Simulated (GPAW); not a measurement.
# MnO (Fm-3m) in GPAW: a series of runs

The runs below take MnO through band structure, equation of state, with PBEsol+U, LDA.

All numbers are computed with GPAW 26.7.0; they aren't measurements. Logs are shortened: lines on timing, memory, paths and dates and some standing lists are left out, and cuts for length are marked. The log counts tension as positive stress, the text compression.

## Step 1: The crystal as given

Symmetry: Fm-3m, No. 225, cubic system. The conventional cell has a = 4.448 Å, b = 4.448 Å, c = 4.448 Å, α = 90.00°, β = 90.00°, γ = 90.00°. Mn (site symmetry m-3m) has 6 O at 2.22 Å as nearest neighbours. O (site symmetry m-3m) has 6 Mn at 2.22 Å as nearest neighbours.

The cell is a database's computed one.

## Step 2: Band structure, PBEsol+U, collinear spin, ferromagnetic start

The input, run.py:

```python
from ase import Atoms
from ase.dft.bandgap import bandgap
from ase.io import write
from ase.units import GPa
from gpaw import GPAW, PW, setup_paths

setup_paths.insert(0, '.')

atoms = Atoms(['Mn', 'O'],
              cell=[[0.0, 2.2239077028, 2.2239077028],
                    [2.2239077028, 0.0, 2.2239077028],
                    [2.2239077028, 2.2239077028, 0.0]],
              scaled_positions=[[0.0, 0.0, 0.0],
                                [0.5, 0.5, 0.5]],
              pbc=True)
atoms.set_initial_magnetic_moments([4.0, 0.0])

calc = GPAW(mode=PW(800),
            xc='PBEsol',
            kpts={'size': (10, 10, 10), 'gamma': True},
            occupations={'name': 'fermi-dirac', 'width': 0.05},
            setups={'Mn': ':d,8.0'},
            nbands=21,
            convergence={'density': 1e-05, 'energy': 1e-05},
            maxiter=150,
            txt='gpaw.txt')
atoms.calc = calc
energy = atoms.get_potential_energy()
forces = atoms.get_forces()
stress = atoms.get_stress()
calc.write('gs.gpw')
write('result.traj', atoms)
print(f'Energy: {energy:.6f} eV')
print('Forces (eV/A):')
print(forces.round(4))
print('Stress (GPa):', (stress / GPa).round(3))
print('Moments:', calc.get_magnetic_moments().round(3))
print('Fermi level:', round(calc.get_fermi_level(), 4), 'eV')
print(f'Gap: {bandgap(calc)[0]:.4f} eV, direct: {bandgap(calc, direct=True)[0]:.4f} eV')

path = atoms.cell.bandpath('GXWKGLUWLK,UX', npoints=80, eps=1e-4)
bs_calc = calc.fixed_density(kpts=path, symmetry='off', nbands=31,
                             convergence={'bands': 'CBM+6.0', 'eigenstates': 1e-6}, txt='bands.txt')
bs = bs_calc.band_structure()
bs.write('bs.json')
print(f'Gap on the path: {bandgap(bs_calc)[0]:.4f} eV')
```

Potentials or basis: PAW data sets generated in the run's folder for this functional, pw.

On the command line:

```
$ gpaw-setup -f PBEsol Mn O
$ OMP_NUM_THREADS=1 python run.py
```

gpaw.txt:

```text
__  _  _
 | _ |_)|_||  |
 |__||  | ||/\| - 26.7.0

Input parameters:
  mode=PW(ecut=800.0),
  convergence={'density': 1e-05, 'energy': 1e-05},
  kpts=MonkhorstPack(size=(10, 10, 10), gamma=True),
  maxiter=150,
  nbands=21,
  occupations=Occupations(name='fermi-dirac', width=0.05),
  setups={'Mn': ':d,8.0'},
  xc=XC(name='PBEsol')

Diagonalizing LCAO Hamiltonian
Converting LCAO to pw mode

              O

       Mn

Atoms  # Å, Bohr magnetons
|   | symbol |        x |        y |        z |    initial magnetic moments |
|---|--------|----------|----------|----------|-----------------------------|
| 0 |     Mn | 0.000000 | 0.000000 | 0.000000 | ( 0.0000,  0.0000,  4.0000) |
| 1 |      O | 2.223908 | 2.223908 | 2.223908 | ( 0.0000,  0.0000,  0.0000) |

Unit cell  # Å
| periodic |        x |        y |        z |  lengths |    angles |
|----------|----------|----------|----------|----------|-----------|
|      yes | 0.000000 | 2.223908 | 2.223908 | 3.145080 | 60.000000 |
|      yes | 2.223908 | 0.000000 | 2.223908 | 3.145080 | 60.000000 |
|      yes | 2.223908 | 2.223908 | 0.000000 | 3.145080 | 60.000000 |

Number of symmetries: 48
Symmetry operations  # r_c * U_cc + t_c -> r_c
|    | kind |            matrix            |
|----|------|------------------------------|
|  0 |  σ   |  1, 0, 0,  1, 0,-1,  1,-1, 0 |
|  1 |  C2  |  1, 0, 0,  1,-1, 0,  1, 0,-1 |
|  2 |  E   |  1, 0, 0,  0, 1, 0,  0, 0, 1 |
|  3 |  σ   |  1, 0, 0,  0, 0, 1,  0, 1, 0 |
|  4 |  C4  |  1, 0,-1,  1, 0, 0,  1,-1, 0 |
|  5 |  S6  |  1, 0,-1,  1,-1, 0,  1, 0, 0 |
|  6 |  σ   |  1, 0,-1,  0, 1,-1,  0, 0,-1 |
|  7 |  C3  |  1, 0,-1,  0, 0,-1,  0, 1,-1 |
|  8 |  S6  |  1,-1, 0,  1, 0, 0,  1, 0,-1 |
|  9 |  C4  |  1,-1, 0,  1, 0,-1,  1, 0, 0 |
| 10 |  C3  |  1,-1, 0,  0,-1, 1,  0,-1, 0 |
| 11 |  σ   |  1,-1, 0,  0,-1, 0,  0,-1, 1 |
| 12 |  σ   |  0, 1, 0,  1, 0, 0,  0, 0, 1 |
| 13 |  C4  |  0, 1, 0,  0, 1,-1, -1, 1, 0 |
| 14 |  C3  |  0, 1, 0,  0, 0, 1,  1, 0, 0 |
| 15 |  S6  |  0, 1, 0, -1, 1, 0,  0, 1,-1 |
| 16 |  C2  |  0, 1,-1,  1, 0,-1,  0, 0,-1 |
| 17 |  σ   |  0, 1,-1,  0, 1, 0, -1, 1, 0 |
| 18 |  S4  |  0, 1,-1,  0, 0,-1,  1, 0,-1 |
| 19 |  C4  |  0, 1,-1, -1, 1, 0,  0, 1, 0 |
| 20 |  C3  |  0, 0, 1,  1, 0, 0,  0, 1, 0 |
| 21 |  σ   |  0, 0, 1,  0, 1, 0,  1, 0, 0 |
| 22 |  S6  |  0, 0, 1,  0,-1, 1, -1, 0, 1 |
| 23 |  C4  |  0, 0, 1, -1, 0, 1,  0,-1, 1 |
| 24 |  S4  |  0, 0,-1,  1, 0,-1,  0, 1,-1 |
| 25 |  C3  |  0, 0,-1,  0, 1,-1,  1, 0,-1 |
| 26 |  C2  |  0, 0,-1,  0,-1, 0, -1, 0, 0 |
| 27 |  S6  |  0, 0,-1, -1, 0, 0,  0,-1, 0 |
| 28 |  S4  |  0,-1, 1,  1,-1, 0,  0,-1, 0 |
| 29 |  C4  |  0,-1, 1,  0, 0, 1, -1, 0, 1 |
| 30 |  C2  |  0,-1, 1,  0,-1, 0,  1,-1, 0 |
| 31 |  σ   |  0,-1, 1, -1, 0, 1,  0, 0, 1 |
| 32 |  C3  |  0,-1, 0,  1,-1, 0,  0,-1, 1 |
| 33 |  S6  |  0,-1, 0,  0, 0,-1, -1, 0, 0 |
| 34 |  S4  |  0,-1, 0,  0,-1, 1,  1,-1, 0 |
| 35 |  C2  |  0,-1, 0, -1, 0, 0,  0, 0,-1 |
| 36 |  C2  | -1, 1, 0,  0, 1, 0,  0, 1,-1 |
[... 120 lines left out ...]
  Pratt-step length: 0.05
  Maximum mixing coefficient: 0.75
  Old densities: 10
  SVD Regularization: 0.005
  Good broyden scale: 1.0
  Trust region scale: 1.0
  Backstep threshold: 4.0
  History deletion threshold: 6.0
  Fourier metric: weight=20.0, sigma=0.015

occupation numbers:
  Fermi-Dirac:
    width: 0.0500  # eV

poisson solver:
  ecut: 6400.0  # eV

xc functional:
  name: PBEsol with 2 nearest neighbor stencil

convergence criteria:
- Maximum integral of absolute [dens]ity change: 1e-05 electrons / valence electron
- Maximum [total energy] change in last 3 cyles: 1e-05 eV / valence electron
- Maximum integral of absolute [eigenst]ate change: 4e-08 eV^2 / valence electron
maximum number of iterations: 150

SCF iterations
|iter     | |      energy | eigst |  dens |  magmom |
|---------|-|-------------|-------|-------|---------|
|iter:   1| |  -18.118725 | +0.19 |       |  +4.0031|
|iter:   2| |  -17.900373 | -2.18 | -0.84 |  +4.0530|
|iter:   3| |  -17.701786 | -1.87 | -0.88 |  +4.6307|
|iter:   4| |  -17.802765 | -3.30 | -1.44 |  +4.8738|
|iter:   5| |  -17.819373 | -3.69 | -1.88 |  +4.9978|
|iter:   6| |  -17.819521 | -5.68 | -2.80 |  +5.0026|
|iter:   7| |  -17.819517c| -6.22 | -3.35 |  +5.0005|
|iter:   8| |  -17.819518c| -7.62c| -3.79 |  +5.0003|
|iter:   9| |  -17.819518c| -7.73c| -4.53 |  +5.0000|
|iter:  10| |  -17.819518c| -8.65c| -5.50c|  +5.0000|

Converged in 10 steps
Energy contributions relative to reference atoms: (reference = -33517.279615)

Energy contributions:
  Kinetic:          38.475410
  Coulomb:         -31.955533
  Zero:              0.224761
  External:          0.000000
  Xc:              -24.564157
  Entropy:          -0.000000
  Spinorbit:         0.000000
  ----------------------------
  Free energy:     -17.819519
  Extrapolated:    -17.819518

dipole moment: (-9.634787, -9.634787, -9.634787)  # |e|*Ang

Total magnetic moment: (0.000000, 0.000000, 4.999984)

Local magnetic moments
|        x |        y |        z |
|----------|----------|----------|
| 0.000000 | 0.000000 | 4.618782 |  # Mn   0
| 0.000000 | 0.000000 | 0.079708 |  # O    1

Fermi level: 7.174
Eigenvalues  # (at kpt = [0.000, 0.000, 0.000])
| band index |      eig [eV] | occ [0-1] |      eig [eV] | occ [0-1] |
|------------|---------------|-----------|---------------|-----------|
|          0 |       -72.554 |     1.000 |       -67.386 |     1.000 |
|        ... |               |           |               |           |
|          3 |       -41.513 |     1.000 |       -36.445 |     1.000 |
|          4 |       -11.770 |     1.000 |       -11.461 |     1.000 |
|          5 |         1.121 |     1.000 |         4.910 |     1.000 |
|          6 |         1.121 |     1.000 |         4.910 |     1.000 |
|          7 |         1.121 |     1.000 |         4.910 |     1.000 |
|          8 |         1.216 |     1.000 |         8.865 |     0.000 |
|          9 |         1.216 |     1.000 |        12.718 |     0.000 |
|         10 |         4.683 |     1.000 |        12.718 |     0.000 |
|         11 |         4.683 |     1.000 |        12.718 |     0.000 |
|         12 |         4.683 |     1.000 |        13.659 |     0.000 |
|         13 |         7.569 |     0.000 |        13.659 |     0.000 |
|         14 |        21.778 |     0.000 |        22.418 |     0.000 |
|         15 |        23.071 |     0.000 |        27.635 |     0.000 |
|         16 |        23.071 |     0.000 |        27.635 |     0.000 |
|         17 |        23.071 |     0.000 |        27.635 |     0.000 |
|        ... |               |           |               |           |
|         20 |        27.614 |     0.000 |        30.112 |     0.000 |

Gap: 0.943 eV
Transition (v -> c):
  (s=0, k=46, n=12, [0.50, 0.50, 0.50]) -> (s=0, k=0, n=13, [0.00, 0.00, 0.00])
Direct/indirect transitions are different
Direct gap: 2.659 eV
Transition at: (s=1->0, k=0, n=7, [0.00, 0.00, 0.00])

Forces  # eV/Ang
|        x |       y |       z |
|----------|---------|---------|
| -0.00000 | 0.00000 | 0.00000 |  # Mn   0
|  0.00000 | 0.00000 | 0.00000 |  # O    1

Stress tensor  # eV/Ang^3
|         x |         y |         z |
|-----------|-----------|-----------|
| -0.038105 |  0.000000 |  0.000000 |
|  0.000000 | -0.038105 |  0.000000 |
|  0.000000 |  0.000000 | -0.038105 |

# Writing to gs.gpw (mode='')
```

Wall time 1.8 min (1 thread of Arm Neoverse V1, shared host); peak memory 0.33 GiB.

What came out:

```yaml
Free_energy: -17.8195 eV
Pressure: 6.1 GPa
Band_gap_on_the_k_mesh: 0.94 eV, indirect (least direct gap 2.66 eV)
Band_gap_along_the_path: 0.94 eV, indirect (least direct gap 2.66 eV)
Net_moment: 5.00 μB per cell
Site_moments: Mn +4.62; O +0.08 μB
```

Levels at the corners of the path, in eV from the valence-band top:
Spin up:
```
point  band 10  band 11  band 12  band 13  band 14
    Γ    -5.41    -1.94    -1.94    -1.94     0.94
    X    -4.56    -4.46    -3.06    -3.06     6.32
    W    -4.56    -3.33    -3.33    -1.75     8.47
    K    -4.68    -3.54    -2.90    -1.48     7.76
    Γ    -5.41    -1.94    -1.94    -1.94     0.94
    L    -4.80    -3.24     0.00     0.00     4.78
    U    -4.68    -3.54    -2.90    -1.48     7.76
    W    -4.56    -3.33    -3.33    -1.75     8.47
    L    -4.80    -3.24     0.00     0.00     4.78
    K    -4.68    -3.54    -2.90    -1.48     7.76
    U    -4.68    -3.54    -2.90    -1.48     7.76
    X    -4.56    -4.46    -3.06    -3.06     6.32
```
Spin down:
```
point  band 4  band 5  band 6  band 7  band 8  band 9  band 10  band 11  band 12  band 13
    Γ  -43.07  -18.09   -1.72   -1.72   -1.72    2.24     6.09     6.09     6.09     7.03
    X  -43.10  -17.01   -4.90   -2.73   -2.73    3.40     7.25     7.93     8.83     8.83
    W  -43.10  -16.95   -4.05   -4.05   -3.35    6.08     6.08     7.89     8.52     8.84
    K  -43.10  -16.97   -4.46   -3.97   -2.77    4.85     7.61     8.01     8.48     8.66
    Γ  -43.07  -18.09   -1.72   -1.72   -1.72    2.24     6.09     6.09     6.09     7.03
    L  -43.08  -17.10   -5.66   -2.67   -2.67    5.84     6.99     8.00     8.00     9.35
    U  -43.10  -16.97   -4.46   -3.97   -2.77    4.85     7.61     8.01     8.48     8.66
    W  -43.10  -16.95   -4.05   -4.05   -3.35    6.08     6.08     7.89     8.52     8.84
    L  -43.08  -17.10   -5.66   -2.67   -2.67    5.84     6.99     8.00     8.00     9.35
    K  -43.10  -16.97   -4.46   -3.97   -2.77    4.85     7.61     8.01     8.48     8.66
    U  -43.10  -16.97   -4.46   -3.97   -2.77    4.85     7.61     8.01     8.48     8.66
    X  -43.10  -17.01   -4.90   -2.73   -2.73    3.40     7.25     7.93     8.83     8.83
```

Caveat: a cell with one magnetic atom can't hold antiferromagnetic order, which such compounds often take.

## Step 3: Equation of state, LDA, collinear spin, ferromagnetic start

The input, run.py:

```python
from ase import Atoms
from ase.eos import EquationOfState
from ase.io import Trajectory
from ase.units import GPa
from gpaw import GPAW, PW

atoms = Atoms(['Mn', 'O'],
              cell=[[0.0, 2.2239077028, 2.2239077028],
                    [2.2239077028, 0.0, 2.2239077028],
                    [2.2239077028, 2.2239077028, 0.0]],
              scaled_positions=[[0.0, 0.0, 0.0],
                                [0.5, 0.5, 0.5]],
              pbc=True)
atoms.set_initial_magnetic_moments([4.0, 0.0])

traj = Trajectory('eos.traj', 'w')
volumes, energies = [], []
for x in [0.94, 0.96, 0.98, 1.0, 1.02, 1.04, 1.06]:
    a = atoms.copy()
    a.set_cell(atoms.cell * x**(1 / 3), scale_atoms=True)
    calc = GPAW(mode=PW(800),
                xc='LDA',
                kpts={'size': (8, 8, 8), 'gamma': True},
                occupations={'name': 'fermi-dirac', 'width': 0.05},
                nbands=21,
                convergence={'density': 1e-05, 'energy': 1e-05},
                maxiter=150,
                txt=f'eos-{x:.2f}.txt')
    a.calc = calc
    energies.append(a.get_potential_energy(force_consistent=True))
    volumes.append(a.get_volume())
    p = -a.get_stress()[:3].mean() / GPa
    calc.write(f'eos-{x:.2f}.gpw')
    traj.write(a)
    print(f'{x:.2f} {volumes[-1]:10.4f} A^3 {energies[-1]:14.6f} eV {p:9.3f} GPa', flush=True)

v0, e0, B = EquationOfState(volumes, energies, eos='birchmurnaghan').fit()
print(f'V0 = {v0:.4f} A^3, E0 = {e0:.6f} eV, B0 = {B / GPa:.2f} GPa')
```

Potentials or basis: the program's PAW data sets (release 1.2.1) made for this functional, pw.

On the command line:

```
$ OMP_NUM_THREADS=1 python run.py
```

It took 4.3 min on 1 thread of Arm Neoverse V1, shared host; peak memory 0.25 GiB.

The run converged. Its results:

* Equilibrium volume: outside the volumes run

Energy against volume, from the lowest point:
```
volume (Å³/atom)  energy (meV/atom)
          10.339               0.00
          10.559              15.48
          10.779              31.45
          10.999              49.63
          11.219              70.99
          11.439              94.89
          11.659             120.39
```
